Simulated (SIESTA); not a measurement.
Here is a SIESTA 5.4.2 calculation.

Contents of KF.fdf:

```
SystemName                      KF
SystemLabel                     KF
NumberOfSpecies                 2
NumberOfAtoms                   2
%block ChemicalSpeciesLabel
  1  19 K
  2   9 F
%endblock ChemicalSpeciesLabel

LatticeConstant                 1.0 Ang
%block LatticeVectors
     3.2589550000     0.0000000000     0.0000000000
     0.0000000000     3.2589550000     0.0000000000
     0.0000000000     0.0000000000     3.2589550000
%endblock LatticeVectors
AtomicCoordinatesFormat         Ang
%block AtomicCoordinatesAndAtomicSpecies
     0.0000000000     0.0000000000     0.0000000000  1
     1.6294775000     1.6294775000     1.6294775000  2
%endblock AtomicCoordinatesAndAtomicSpecies

%block kgrid.MonkhorstPack
    8   0   0  0.0
    0   8   0  0.0
    0   0   8  0.0
%endblock kgrid.MonkhorstPack
XC.Functional                   GGA
XC.Authors                      PBE
PAO.BasisSize                   DZP
PAO.EnergyShift                 0.003 Ry
Mesh.Cutoff                     800 Ry
OccupationFunction              FD
ElectronicTemperature           0.05 eV
MaxSCFIterations                120
SCF.MustConverge                false
SCF.Mixer.Method                Pulay
SCF.Mixer.Weight                0.25
SCF.Mixer.History               8
SCF.DM.Tolerance                5.0e-05
SCF.H.Tolerance                 1.0e-03 eV
WriteForces                     true
Charge.Mulliken                 end
Charge.Hirshfeld                end
Charge.Voronoi                  end
SaveRho                         true
SaveElectrostaticPotential      true
%block PAO.Basis
  K 5
  n=3 0 2
    3.889 0.000
  n=4 0 2
    9.500 0.000
  n=3 1 2
    4.612 0.000
  n=4 1 1
    9.500
  n=3 2 1
    7.000
%endblock PAO.Basis
```

Potentials or basis: PseudoDojo 0.4 standard (PBE files), DZP (energy shift 0.003 Ry; two zetas on semicore shells; d shell added on K).

Launch:

```bash
$ siesta < KF.fdf > KF.out 2>&1
```

**Question.** Predict the Hirshfeld charges.

**Answer.** K +0.31; F -0.31 e.

**Question.** Estimate the Voronoi charges.

**Answer.** K +0.30; F -0.30 e.

**Question.** What does it give for the pressure?

**Answer.** -0.7 GPa.

Caveat: the basis of atomic orbitals isn't converged, which shifts pressures, moduli and gaps.
